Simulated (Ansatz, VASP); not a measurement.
## Two plane-wave programs on GaP

POSCAR

```
GaP
1.0
    0.0000000000      2.7788520689      2.7788520689
    2.7788520689      0.0000000000      2.7788520689
    2.7788520689      2.7788520689      0.0000000000
Ga P
1 1
Direct
    0.0000000000      0.0000000000      0.0000000000
    0.2500000000      0.2500000000      0.2500000000
```

INCAR.step1

```
SYSTEM = GaP
  PREC = Accurate
  ENCUT = 520
  ISMEAR = 0
  SIGMA = 0.01
  LREAL = .False.
  LASPH = .True.
  NELM = 80
  NBANDS = 16
  GGA = PE
  ALGO = Normal
  EDIFF = 1E-4
  LWAVE = .True.
  LCHARG = .False.
```

INCAR.step2

```
SYSTEM = GaP
  PREC = Accurate
  ENCUT = 520
  EDIFF = 1E-6
  ISMEAR = 0
  SIGMA = 0.01
  LREAL = .False.
  LASPH = .True.
  NELM = 80
  ALGO = Normal
  ISIF = 2
  LWAVE = .False.
  LCHARG = .True.
  METAGGA = R2SCAN
  LMIXTAU = .True.
  LELF = .True.
  LVHAR = .True.
  NBANDS = 16
  ISTART = 1
```

KPOINTS

```
regular mesh
0
Gamma
  6 6 6
  0 0 0
```

Input for Ansatz:

```yaml
crystal:
  lattice:
    - [0.0, 2.7788520689, 2.7788520689]
    - [2.7788520689, 0.0, 2.7788520689]
    - [2.7788520689, 2.7788520689, 0.0]
  atoms:
    - { symbol: Ga, position: [0.0, 0.0, 0.0] }
    - { symbol: P, position: [0.25, 0.25, 0.25] }
kpoints:
  mp_grid: { grid: [6, 6, 6] }
hamiltonian:
  xc: r2scan
scf:
  occupations: { method: fixed }
  n_extra_bands: 4
output:
  forces: true
  stress: true
  eigenvalues: true
```

Alike in both runs: task single point; functional r2SCAN; k mesh 6 × 6 × 6; no spin polarisation.

|  | VASP | Ansatz |
| --- | --- | --- |
| version | VASP 6.6.1 | Ansatz 0.2.0 |
| potentials or method | VASP PAW PBE potentials, release 64 (Ga_d, P) | plane waves, PAW |
| plane-wave cutoff (eV) | 520 | 500 |
| occupations | gaussian, width 0.01 eV | fixed |
| valence electrons in the cell | 18 | 18 |

VASP gave:

- gap on the k mesh at the Fermi level (eV): 1.84
- pressure (GPa): -4.5

Problem. What did Ansatz give for the same quantities?

Solution. gap on the k mesh at the Fermi level (eV): 1.85; pressure (GPa): -4.5.

Caveats: the PAW data sets were made with another functional, which shifts forces and pressure a little (VASP). A k mesh can miss the band edges. r2SCAN opens gaps a little over a GGA but as a rule still falls short of measured ones.
